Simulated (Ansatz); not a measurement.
# BaS (zincblende): zone-centre phonons and dielectric response

Perturbation theory with PBEsol in Ansatz 0.2.0 on the PBEsol cell, ground state and force constants on a 6×6×6 mesh. All values are calculated for a non-magnetic cell, which may be hypothetical.

Space group F-43m (No. 216), cubic; conventional cell a = 6.937 Å, 41.73 Å³ an atom. Ba is surrounded by 4 S at 3.00 Å; S is surrounded by 4 Ba at 3.00 Å.

Space group F-43m (No. 216). a = 6.937 Å, b = 6.937 Å, c = 6.937 Å, α = 90.00°, β = 90.00°, γ = 90.00°

| atom | site | symmetry | x | y | z |
| --- | --- | --- | --- | --- | --- |
| Ba | 4a | -43m | 0.0000 | 0.0000 | 0.0000 |
| S | 4d | -43m | 0.2500 | 0.2500 | 0.7500 |

Optical modes without the longitudinal term:
```json
{"ω (cm⁻¹)": "193", "degeneracy": "3", "IR intensity, summed over the level ((D/Å)²/amu)": "12.54"}
```

The optical mode at Γ lies at 193 cm⁻¹ without the longitudinal term. With the long-range field the highest mode reaches 256 cm⁻¹.

The electronic dielectric tensor ε∞ is 3.76 in all directions. With the ions relaxed, ε⁰ is 6.6 in all directions. Born charges, averaged over directions: Ba +2.17, S -2.17 e.

With one polar mode in a cubic crystal the Lyddane-Sachs-Teller relation applies: (ω_LO/ω_TO)² = (255.9/192.7)² = 1.765, and ε⁰/ε∞ = 6.643/3.764 = 1.765. The refractive index √ε∞ is 1.94.

For comparison, on the r2SCAN cell the mean ε∞ is 3.43 with r2SCAN (ground state on 6×6×6; least gap 3.07 eV in its run on 6×6×6 and the special points), 3.62 with PBE (ground state on 6×6×6; least gap 2.75 eV in its run on 6×6×6 and the special points).

Spin-orbit coupling is left out.
